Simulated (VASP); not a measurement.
# GeH4 in VASP: a series of runs

One molecule, GeH4, is run at these levels: PBE+D3(BJ), PBE, RPBE, RPBE+D3(BJ); tasks: relaxation of the atoms, single point.

All numbers are computed with VASP 6.6.1; they aren't measurements. Logs are shortened: lines on timing, memory, paths and dates and some standing lists are left out, and cuts for length are marked.

## 1. The structure

The cell holds a molecule in a box, 5 atoms: a = 12.801 Å, b = 13.301 Å, c = 13.801 Å, α = 90.00°, β = 90.00°, γ = 90.00°.

## 2. Relaxation of the atoms, PBE+D3(BJ)

The input, INCAR:

```
PREC = Accurate ; ENCUT = 400
EDIFF = 1E-6 ; ISMEAR = 0
SIGMA = 0.01 ; LREAL = False
LASPH = True ; NELM = 100
ALGO = Normal ; ISIF = 2
LWAVE = False ; LCHARG = False
GGA = PE ; IVDW = 12
IBRION = 2 ; NSW = 120
EDIFFG = -0.03 ; ISYM = 0
```

The input, KPOINTS:

```
Automatic mesh
0
Gamma
  1 1 1
```

The input, POSCAR:

```
GeH4
1.0
   12.8008860920      0.0000000000      0.0000000000
    0.0000000000     13.3008860920      0.0000000000
    0.0000000000      0.0000000000     13.8008860920
Ge H
1 4
Selective dynamics
Direct
    0.4999998768      0.5037592014      0.4999998776  F F F
    0.4041585535      0.4677416654      0.4507139210  T T T
    0.4778358886      0.5196771246      0.6043013752  T T T
    0.5839028365      0.4277625854      0.4892423020  T T T
    0.5341028446      0.5998551635      0.4557425242  T T T
```

Potentials or basis: VASP PAW PBE potentials, release 64 (Ge_d, H).

Started as:

```console
$ cat potpaw_PBE.64/Ge_d/POTCAR potpaw_PBE.64/H/POTCAR > POTCAR
$ mpirun -np 4 vasp_gam > vasp.out
```

OUTCAR:

```text
PREC = Accurate
   ENCUT = 400
   EDIFF = 1E-6
   ISMEAR = 0
   LREAL = False
   LASPH = True
   NELM = 100
   ISIF = 2
   GGA = PE
   IVDW = 12
   IBRION = 2
   NSW = 120
   EDIFFG = -0.03
   ISYM = 0
 IVDW          = 12

 ion  position               nearest neighbor table
   1  0.500  0.504  0.500-   2 1.48   5 1.48   3 1.48   4 1.48
   2  0.404  0.468  0.451-   1 1.48
   3  0.478  0.520  0.604-   1 1.48
   4  0.584  0.428  0.489-   1 1.48
   5  0.534  0.600  0.456-   1 1.48

IMPORTANT INFORMATION: All symmetrisations will be switched off!
NOSYMM: (Re-)initialisation of all symmetry stuff for point group C_1.

----------------------------------------------------------------------------------------

                                     Primitive cell

  volume of cell :    2349.7820

  direct lattice vectors                    reciprocal lattice vectors
    12.800886092  0.000000000  0.000000000     0.078119592  0.000000000  0.000000000
     0.000000000 13.300886092  0.000000000     0.000000000  0.075182961  0.000000000
     0.000000000  0.000000000 13.800886092     0.000000000  0.000000000  0.072459116

  length of vectors
    12.800886092 13.300886092 13.800886092     0.078119592  0.075182961  0.072459116

  position of ions in fractional coordinates (direct lattice)
     0.499999877  0.503759201  0.499999878
     0.404158553  0.467741665  0.450713921
     0.477835889  0.519677125  0.604301375
     0.583902837  0.427762585  0.489242302
     0.534102845  0.599855164  0.455742524

  ion indices of the primitive-cell ions
   primitive index   ion index
                 1           1
                 2           2
                 3           3
                 4           4
                 5           5

----------------------------------------------------------------------------------------

 KPOINTS: Automatic mesh

Automatic generation of k-mesh.
 Grid dimensions read from file:
 generate k-points for:    1    1    1

 Generating k-lattice:

  Cartesian coordinates                     Fractional coordinates (reciprocal lattice)
     0.078119592  0.000000000  0.000000000     1.000000000  0.000000000  0.000000000
     0.000000000  0.075182961  0.000000000     0.000000000  1.000000000  0.000000000
     0.000000000  0.000000000  0.072459116     0.000000000  0.000000000  1.000000000

  Length of vectors
     0.078119592  0.075182961  0.072459116

  Shift w.r.t. Gamma in fractional coordinates (k-lattice)
     0.000000000  0.000000000  0.000000000

 Subroutine IBZKPT returns following result:
 ===========================================

 Found      1 irreducible k-points:

 Following reciprocal coordinates:
            Coordinates               Weight
  0.000000  0.000000  0.000000      1.000000
   k-points           NKPTS =      1   k-points in BZ     NKDIM =      1   number of bands    NBANDS=     16
   number of dos      NEDOS =    301   number of ions     NIONS =      5
   total plane-waves  NPLWV = 680400
   dimension x,y,z NGX =    84 NGY =   90 NGZ =   90
   dimension x,y,z NGXF=   168 NGYF=  180 NGZF=  180
   ions per type =               1   4
   NGX,Y,Z   is equivalent  to a cutoff of  10.91, 11.25, 10.84 a.u.
   NGXF,Y,Z  is equivalent  to a cutoff of  21.82, 22.50, 21.68 a.u.
 SYSTEM =  unknown system
   PREC   = accura    normal or accurate (medium, high low for compatibility)
   ISTART =      0    job   : 0-new  1-cont  2-samecut
   ICHARG =      2    charge: 1-file 2-atom 10-const
   ISPIN  =      1    spin polarized calculation?
   LNONCOLLINEAR =      F non collinear calculations
   LSORBIT =      F    spin-orbit coupling
   LASPH  =      T    aspherical Exc in radial PAW
   ENCUT  =  400.0 eV  29.40 Ry    5.42 a.u.  20.88 21.69 22.51*2*pi/ulx,y,z
   NELM   =    100;   NELMIN=  2; NELMDL= -5     # of ELM steps
   EDIFF  = 0.1E-05   stopping-criterion for ELM
   LREAL  =      F    real-space projection
   EDIFFG = -.3E-01   stopping-criterion for IOM
   NSW    =    120    number of steps for IOM
   IBRION =      2    ionic relax: 0-MD 1-quasi-New 2-CG
   NFREE  =      1    steps in history (QN), initial steepest desc. (CG)
   ISIF   =      2    stress and relaxation
   ISYM   =      0    0-nonsym 1-usesym 2-fastsym
   POTIM  = 0.5000    time-step for ionic-motion
   TEBEG  =    0.0;   TEEND  =   0.0 temperature during run
   PSTRESS=    0.0 pullay stress
   NELECT =      18.0000    total number of electrons
   NUPDOWN=      -1.0000    fix difference up-down
   EMIN   =  10.00;   EMAX   =-10.00  energy-range for DOS
   EFERMI =   0.00;   METHOD = LEGACY
   ISMEAR =     0;   SIGMA  =   0.01  broadening in eV -4-tet -1-fermi 0-gaus
   EFERMI_NEDOS =   21; number of points for ismear=-14 and -15
   IALGO  =     38    algorithm
   IMIX   =      4    mixing-type and parameters
     AMIX     =   0.40;   BMIX     =  1.00
     AMIX_MAG =   1.60;   BMIX_MAG =  1.00
  volume/ion in A,a.u.               =     469.96      3171.42
  Fermi-wavevector in a.u.,A,eV,Ry     =   0.322718  0.609849  1.417004  0.104147
  Thomas-Fermi vector in A             =   1.211338
   LORBIT       =      0    0 simple, 1 ext, 2 COOP (PROOUT), +10 PAW based schemes
   GGA     = PE    functional components
   LHFCALC =     F    Hartree Fock is set to
   AEXX    =    0.0000 exact exchange contribution
   IVDW    =    12    specifies the selected vdW correction
   LEPSILON=     F    determine dielectric tensor
   LRPA    =     F    only Hartree local field effects (RPA)
 conjugate gradient relaxation of ions
 non-spin polarized calculation
 Gauss-broadening in eV      SIGMA  =   0.01
  energy-cutoff  :      400.00
  volume of cell :     2349.78
 maximum number of plane-waves:     21330
 NGX is ok and might be reduce to    84
   NGX = 41   NGY = 43   NGZ = 45

--------------------------------------- Ionic step        1  -------------------------------------------

 number of electron      17.9999995 magnetization

 Free energy of the ion-electron system (eV)
  ---------------------------------------------------
  ext. energy  EPLUGINS =         0.00000000
  ---------------------------------------------------
  free energy    TOTEN  =       -17.42216078 eV

  energy without entropy =      -17.42216078  energy(sigma->0) =      -17.42216078

------------------------ aborting loop because EDIFF is reached ----------------------------------------

 Edisp (eV)   -0.04862

 E8    (eV) :    -0.0156

  FORCE on cell =-STRESS in cart. coord.  units (eV):
  Direction    XX          YY          ZZ          XY          YZ          ZX
  --------------------------------------------------------------------------------------
  -------------------------------------------------------------------------------------
  Total       1.54329     1.54575     1.54591    -0.00003    -0.00004     0.00007
  in kB       1.05228     1.05396     1.05407    -0.00002    -0.00003     0.00005
  external pressure =        1.05 kB  Pullay stress =        0.00 kB

 VOLUME and BASIS-vectors are now :
 -----------------------------------------------------------------------------
  energy-cutoff  :      400.00
  volume of cell :     2349.78
      direct lattice vectors                 reciprocal lattice vectors
    12.800886092  0.000000000  0.000000000     0.078119592  0.000000000  0.000000000
     0.000000000 13.300886092  0.000000000     0.000000000  0.075182961  0.000000000
     0.000000000  0.000000000 13.800886092     0.000000000  0.000000000  0.072459116
[... 44 lines left out ...]
 POSITION                                       TOTAL-FORCE (eV/Angst)
 -----------------------------------------------------------------------------------
      6.40044      6.70044      6.90044         0.000029     -0.000610     -0.000053
      5.13674      6.20701      6.19984        -0.086994     -0.033885     -0.048300
      6.10822      6.91852      8.38309        -0.020034      0.015105      0.102507
      7.50673      5.65929      6.74752         0.076186     -0.071507     -0.010615
      6.85008      8.01698      6.27131         0.030812      0.090896     -0.043540
 -----------------------------------------------------------------------------------
    total drift:                                0.000084     -0.000652      0.000313

  FREE ENERGIE OF THE ION-ELECTRON SYSTEM (eV)
  ---------------------------------------------------
  free  energy   TOTEN  =       -17.5598153373 eV

  energy  without entropy=      -17.5598153373  energy(sigma->0) =      -17.55981534

--------------------------------------- Ionic step        3  -------------------------------------------

 number of electron      18.0000000 magnetization

 Free energy of the ion-electron system (eV)
  ---------------------------------------------------
  ext. energy  EPLUGINS =         0.00000000
  ---------------------------------------------------
  free energy    TOTEN  =       -17.51291610 eV

  energy without entropy =      -17.51291610  energy(sigma->0) =      -17.51291610

 E-fermi :  -8.1214     XC(G=0):  -0.4261

 val. band max:       -8.2153239419   @ k =   0.0000   0.0000   0.0000
 cond. band min:      -0.7169093077   @ k =   0.0000   0.0000   0.0000
 fundamental gap:      7.4984146341
 Fermi energy:        -8.1214237689

 k-point     1 :       0.0000    0.0000    0.0000
  band No.  band energies     occupation
      1     -28.4923      2.00000
      2     -28.4923      2.00000
      3     -28.4923      2.00000
      4     -28.4152      2.00000
      5     -28.4152      2.00000
      6     -14.0533      2.00000
[... 8 lines left out ...]
     15       0.6047      0.00000
     16       0.6541      0.00000

------------------------ aborting loop because EDIFF is reached ----------------------------------------
[... 22 lines left out ...]
 POSITION                                       TOTAL-FORCE (eV/Angst)
 -----------------------------------------------------------------------------------
      6.40044      6.70044      6.90044         0.000008     -0.000587     -0.000072
      5.13138      6.20491      6.19687         0.000862      0.000398      0.000335
      6.10698      6.91945      8.38938         0.000232     -0.000027     -0.000446
      7.51142      5.65488      6.74687        -0.000706      0.000789      0.000014
      6.85199      8.02257      6.26864        -0.000396     -0.000573      0.000169
 -----------------------------------------------------------------------------------
    total drift:                                0.000107     -0.000653      0.000228

  FREE ENERGIE OF THE ION-ELECTRON SYSTEM (eV)
  ---------------------------------------------------
  free  energy   TOTEN  =       -17.5611517465 eV

  energy  without entropy=      -17.5611517465  energy(sigma->0) =      -17.56115175

 reached required accuracy - stopping structural energy minimisation
```

It took 100 s on 4 MPI ranks of Intel Xeon Platinum 8488C (Sapphire Rapids), shared host; peak memory 0.44 GiB.

What came out:

| Quantity | Value |
| --- | --- |
| Free energy | -17.5612 eV |
| Energy gained by relaxing | 18.1 meV/atom |
| Ionic steps | 3 |
| Gap between the frontier levels | 7.50 eV |
| Dispersion energy per atom | -0.010 eV |

The path:
| step | energy change (eV) | largest force (eV/Å) | pressure (GPa) |
| --- | --- | --- | --- |
| 1 | 0.0000 | 0.9226 | 0.11 |
| 2 | -0.0890 | 0.1055 | 0.00 |
| 3 | -0.0904 | 0.0011 | -0.02 |

Final structure:
```
Ge H
1.0
    12.80089    0.00000    0.00000
     0.00000   13.30089    0.00000
     0.00000    0.00000   13.80089
Ge H
1 4
Direct
  0.50000 0.50376 0.50000
  0.40086 0.46650 0.44902
  0.47707 0.52022 0.60789
  0.58679 0.42515 0.48887
  0.53527 0.60316 0.45422
```

Levels at points of the mesh, in eV from the valence-band top:
```tsv
k point	band 6	band 7	band 8	band 9	band 10	band 11	band 12	band 13
(0.00, 0.00, 0.00)	-5.84	0.00	0.00	0.00	7.50	8.44	8.46	8.49
```

## 3. Single point, PBE

The input, INCAR:

```
SYSTEM = GeH4
PREC = Accurate
ENCUT = 400
EDIFF = 1E-6
ISMEAR = 0
SIGMA = 0.01
LREAL = .FALSE.
LASPH = .TRUE.
NELM = 100
ALGO = Normal
ISIF = 2
LWAVE = .FALSE.
LCHARG = .FALSE.
GGA = PE
ISYM = 0
```

The input, KPOINTS:

```
Automatic mesh
0
G
  1 1 1
  0 0 0
```

The input, POSCAR:

```
GeH4                                    
1.0
   12.8008860920      0.0000000000      0.0000000000
    0.0000000000     13.3008860920      0.0000000000
    0.0000000000      0.0000000000     13.8008860920
  Ge              H             
     1     4
Selective dynamics
Direct
     0.4999998767999969    0.5037592014000012    0.4999998775999970   F   F   F
     0.4008613225107127    0.4665038006668069    0.4490196781054359   T   T   T
     0.4770747596644963    0.5202247082167010    0.6078869314809274   T   T   T
     0.5867890547983864    0.4251503065069521    0.4888724658132680   T   T   T
     0.5352745043855119    0.6031604252847809    0.4542203304839784   T   T   T
```

Potentials or basis: VASP PAW PBE potentials, release 64 (Ge_d, H).

Started as:

```console
$ cat potpaw_PBE.64/Ge_d/POTCAR potpaw_PBE.64/H/POTCAR > POTCAR
$ mpirun -np 4 vasp_gam > vasp.out
```

Run time: 43 s. Hardware: 4 MPI ranks of Intel Xeon Platinum 8488C (Sapphire Rapids), shared host; peak memory 0.42 GiB.

It converged, with:

```
Free energy                     : -17.5129 eV
Gap between the frontier levels : 7.49 eV
```

Levels at points of the mesh, in eV from the valence-band top:
| k point | band 7 | band 8 | band 9 | band 10 | band 11 | band 12 |
| --- | --- | --- | --- | --- | --- | --- |
| (0.00, 0.00, 0.00) | 0.00 | 0.00 | 0.00 | 7.49 | 8.44 | 8.46 |

## 4. Single point, RPBE

INCAR: that of step 3 with these lines changed.

```diff
@@ -13,3 +13,3 @@
 LCHARG = .FALSE.
-GGA = PE
+GGA = RP
 ISYM = 0
```

KPOINTS is that of step 3.

POSCAR is that of step 3.

Started as:

```console
$ cat potpaw_PBE.64/Ge_d/POTCAR potpaw_PBE.64/H/POTCAR > POTCAR
$ mpirun -np 4 vasp_gam > vasp.out
```

Wall time 46 s (4 MPI ranks of Intel Xeon Platinum 8488C (Sapphire Rapids), shared host); peak memory 0.41 GiB.

It converged, with:

```yaml
Free_energy: -17.6489 eV
Largest_force: 0.065 eV/Å
Gap_between_the_frontier_levels: 7.44 eV
```

Forces on the atoms (eV/Å):
```
Ge   0.000 -0.001  0.000
H   -0.053 -0.021 -0.030
H   -0.012  0.009  0.063
H    0.047 -0.044 -0.007
H    0.019  0.056 -0.027
```

Levels at points of the mesh, in eV from the valence-band top:
```tsv
k point	band 6	band 7	band 8	band 9	band 10	band 11	band 12	band 13
(0.00, 0.00, 0.00)	-5.79	0.00	0.00	0.00	7.44	8.41	8.43	8.46
```

Caveat: the PAW data sets were made with another functional, which shifts forces and pressure a little. As with any semilocal functional, this RPBE gap is likely too small.

## 5. Single point, RPBE+D3(BJ)

INCAR: that of step 4 with these lines changed.

```diff
@@ -14,2 +14,3 @@
 GGA = RP
+IVDW = 12
 ISYM = 0
```

KPOINTS is that of step 4.

POSCAR is that of step 4.

Started as:

```console
$ cat potpaw_PBE.64/Ge_d/POTCAR potpaw_PBE.64/H/POTCAR > POTCAR
$ mpirun -np 4 vasp_gam > vasp.out
```

Wall time 43 s (4 MPI ranks of Intel Xeon Platinum 8488C (Sapphire Rapids), shared host); peak memory 0.43 GiB.

It converged, with:

* Free energy: -17.9947 eV
* Largest force: 0.042 eV/Å
* Gap between the frontier levels: 7.44 eV
* Dispersion energy per atom: -0.069 eV

Forces on the atoms (eV/Å):
```
Ge   0.000 -0.001  0.000
H   -0.035 -0.013 -0.019
H   -0.008  0.006  0.041
H    0.030 -0.028 -0.004
H    0.012  0.036 -0.017
```

Levels at points of the mesh, in eV from the valence-band top:
```csv
k point,band 5,band 6,band 7,band 8,band 9,band 10,band 11,band 12,band 13,band 14
"(0.00, 0.00, 0.00)",-20.21,-5.79,0.00,0.00,0.00,7.44,8.41,8.43,8.46,8.53
```

Caveat: the PAW data sets were made with another functional, which shifts forces and pressure a little.

## 6. The runs side by side

| task | level | cell | atoms held fixed (from 0) | gap on the mesh (eV) | largest force (eV/Å) |
| --- | --- | --- | --- | --- | --- |
| relaxation of the atoms | PBE+D3(BJ) | atoms relaxed | [0] | 7.50 | - |
| single point | PBE | as given | - | 7.49 | - |
| single point | RPBE | as given | - | 7.44 | 0.06 |
| single point | RPBE+D3(BJ) | as given | - | 7.44 | 0.04 |

Alike in all rows: potentials or basis VASP PAW PBE potentials, release 64 (Ge_d, H); no spin polarisation; k mesh 1 × 1 × 1; cutoff (eV) 400; smearing gaussian 0.01 eV.

On the cell as given the gap runs from 7.44 eV (RPBE) to 7.49 eV (PBE).

Caveats: the PAW data sets were made with another functional, which shifts forces and pressure a little (some runs).

Absolute energies hang on the potentials; compare differences alone.
